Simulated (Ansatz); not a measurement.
Runs of Ansatz 0.2.0 on InAs. Symmetry: F-43m, No. 216, cubic system. The conventional cell has a = 6.036 Å, b = 6.036 Å, c = 6.036 Å, α = 90.00°, β = 90.00°, γ = 90.00°. In (site symmetry -43m) is surrounded by 4 As at 2.61 Å. As (site symmetry -43m) has 4 In at 2.61 Å as nearest neighbours. 

```tsv
task	level	cell	k mesh	cutoff (eV)	pressure (GPa)	relaxed volume (Å³/atom)
elastic constants	PBEsol	as given	6 × 6 × 6	305	1.6	-
relaxation of cell and atoms	revPBE	relaxed	8 × 8 × 8	-	0.0	(a)
relaxation of cell and atoms	BLYP+D3(BJ)	relaxed	8 × 8 × 8	-	0.0	(b)
relaxation of cell and atoms	RPBE	relaxed	8 × 8 × 8	-	0.0	30.60
relaxation of cell and atoms	PBEsol+D3(BJ)	relaxed	8 × 8 × 8	-	0.0	27.35
```

Alike in all rows: potentials or basis all-electron LAPW, scalar-relativistic; no spin polarisation; smearing fermi-dirac 0.05 eV; basis error allowed 0.001 eV/atom.

Problem. Fill in the values left out.

Solution. (a) 30.31; (b) 28.67.

Caveats: the k mesh is thin for a metal, which can move the energy by tens of meV per atom (some runs); a metal's response needs a denser mesh (some runs); elastic constants of metals need much finer meshes, so these are rough (some runs); the volume moved by +10 % from the deposited cell, more than functionals usually miss (some runs); the volume moved by +11 % from the deposited cell, more than functionals usually miss (some runs).

Runs at the PBE level aren't shown here.
